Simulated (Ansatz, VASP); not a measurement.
Be: VASP beside Ansatz

```xyz
1
Lattice="-1.2658 1.2658 1.2658 1.2658 -1.2658 1.2658 1.2658 1.2658 -1.2658" Properties=species:S:1:pos:R:3 pbc="T T T"
Be    0.0000    0.0000    0.0000
```

The cell was built by a generator and needn't be a form met in nature.

Alike in both runs: task relaxation of cell and atoms; functional revPBE; k mesh 17 × 17 × 17; occupations fermi-dirac, width 0.1 eV; no spin polarisation.

```csv
,VASP,Ansatz
version,VASP 6.6.1,Ansatz 0.2.0
potentials or method,"VASP PAW PBE potentials, release 64 (Be)","plane waves (420 eV) with PAW, scalar-relativistic"
plane-wave cutoff (eV),600,420
valence electrons in the cell,2,2
```

|  | VASP | Ansatz | Ansatz less VASP |
| --- | --- | --- | --- |
| relaxed volume (Å³/atom) | 8.01 | 8.00 | -0.005 |
| relaxed cell length with the largest relative difference (Å) | 2.183 | 2.182 | -0.0005 |

Caveats: the PAW data sets were made with another functional, which shifts forces and pressure a little (VASP).
